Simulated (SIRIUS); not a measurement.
Sn:

```
Sn
1.0
     0.00000    3.23334    3.23334
     3.23334    0.00000    3.23334
     3.23334    3.23334    0.00000
Sn
2
Cartesian
  4.8500 4.8500 4.8500
  3.2333 3.2333 3.2333
```

This isn't the form of Sn at room conditions, which is tetragonal (white tin).

* Program: SIRIUS 7.12.0
* Task: single point
* Functional: PBEsol
* Potentials or basis: PseudoDojo 0.4.1 PBEsol standard (scalar relativistic)
* Cutoff: 983 eV
* Density cutoff: 3932 eV
* k mesh: 7 × 7 × 7
* Occupations: fermi-dirac, width 0.05 eV
* Spin: no spin polarisation

On this cell: pressure 1.7 GPa; largest force zero by symmetry; band gap on the k mesh none (metal or under the smearing width).

The same run follows on a disturbed copy (atoms moved at random, drawn with an rms of 0.05 Å):

```
Sn
1.0
     0.00000    3.23334    3.23334
     3.23334    0.00000    3.23334
     3.23334    3.23334    0.00000
Sn
2
Cartesian
  4.9199 4.8950 4.8835
  3.2625 3.2161 3.2452
```

What does the disturbed cell give?

The energy (extrapolated to zero smearing) moves by +11.4 meV/atom; pressure 1.8 GPa; largest force 0.561 eV/Å; band gap on the k mesh none (metal or under the smearing width).

Forces in eV/Å, atoms in the order of the input:
```
Sn  -0.292 -0.465 -0.118
Sn   0.292  0.465  0.118
```

Stress tensor (GPa, compression positive):
```
 1.80 -0.42 -1.45
-0.42  1.75 -0.92
-1.45 -0.92  1.84
```
